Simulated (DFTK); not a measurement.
**NaCl in DFTK: convergence with cutoff**

The system is NaCl.

```
Cl Na
1.0
     3.54258    0.03290   -0.00743
     0.03290    3.49652   -0.02797
    -0.00743   -0.02797    3.46841
Cl Na
1 1
Cartesian
  1.7840 1.7507 1.7165
  0.0000 0.0000 0.0000
```

The cell comes from a database or a generator and needn't be the stable form of this composition.

The cell isn't the ideal one: cell strained at random.

| Quantity | Value |
| --- | --- |
| Program | DFTK 0.8.2 |
| Task | convergence study |
| Functional | PBE |
| Potentials or basis | dojo.nc.sr.pbe.v0_4_1.standard.upf (PBE) |
| Cutoff | 408 eV |
| k mesh | 4 × 4 × 4 |
| Occupations | fermi-dirac, width 0.15 eV |
| Spin | no spin polarisation |

These are the settings of the first run; the series varies cutoff, with any setting tied to it.

Hardware: 1 thread of AMD EPYC 9R45 96-Core Processor (Zen 5) (shared host).

```
    cutoff  energy less the tightest run, at zero smearing (meV/atom)  pressure (GPa)  gap on the mesh (eV)  SCF cycles
408.171 eV                                                   18236.51         -299.43                 3.508           9
544.228 eV                                                    5425.43         -144.22                 3.740           9
653.073 eV                                                    1694.94          -64.03                 3.832           9
843.553 eV                                                     123.88           -8.25                 3.907          10
1006.82 eV                                                       4.76           -0.33                 3.913          10
 1197.3 eV                                                       0.30            0.24                 3.912          10
 1442.2 eV                                                       0.09            0.24                 3.912          10
1741.53 eV                                                       0.00            0.23                 3.912          10
```

Against the tightest run, the energy stays within 1 meV/atom from 1197.3 eV on; the pressure stays within 0.1 GPa from 1197.3 eV on; the gap on the mesh stays within 0.01 eV from 843.553 eV on. The tightest run that finished is the yardstick and may itself not be fully converged.

Caveat, for the tightest run too: the k mesh is coarse (spacing up to 0.45 Å⁻¹), so the values aren't converged.
